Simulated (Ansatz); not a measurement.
## How far is PAW off for Be?

```xyz
1
Lattice="-1.2907 1.2531 1.2531 1.2531 -1.2907 1.2531 1.2531 1.2531 -1.2907" Properties=species:S:1:pos:R:3 pbc="T T T"
Be    0.0000    0.0000    0.0000
```

The cell is the one relaxed in the Materials Project (mp-20), not relaxed further here; entries there can be hypothetical. The listed cell was then made from it by scaling, straining or moving an atom.

Levels of theory: DFT, PBE, PAW with Ansatz's default frozen-core files, scalar-relativistic (Ansatz 0.2.0); DFT, PBE, all-electron PAW with datasets made for the crystal, scalar-relativistic (Ansatz 0.2.0); DFT, PBE, all-electron LAPW, scalar-relativistic (Ansatz 0.2.0).

For PAW: a Γ-centred 23×23×23 k mesh, Fermi–Dirac smearing of 0.03 eV, cutoff 420 eV, no spin polarisation. The crystal-made all-electron datasets (AE datasets) take a cutoff of 240 eV at this cell. LAPW targets a basis error of 0.25 meV/atom. The Ansatz runs share mesh, smearing and spin set-up. Plane-wave (PAW) pressures include the program's estimate of the Pulay term.

Stress and pressure are positive in compression.

The change that made this cell: equal xy, yz and zx engineering shear strains of -3 %.

| quantity | PAW | AE datasets | LAPW |
| --- | --- | --- | --- |
| pressure (GPa) | -0.29 | -0.32 | -0.32 |
| stress yz (GPa) | 6.45 | 6.45 | 6.45 |
| stress xz (GPa) | 6.45 | 6.45 | 6.45 |
| stress xy (GPa) | 6.45 | 6.45 | 6.45 |

PAW's pressure differs from the LAPW value by +0.03 GPa.
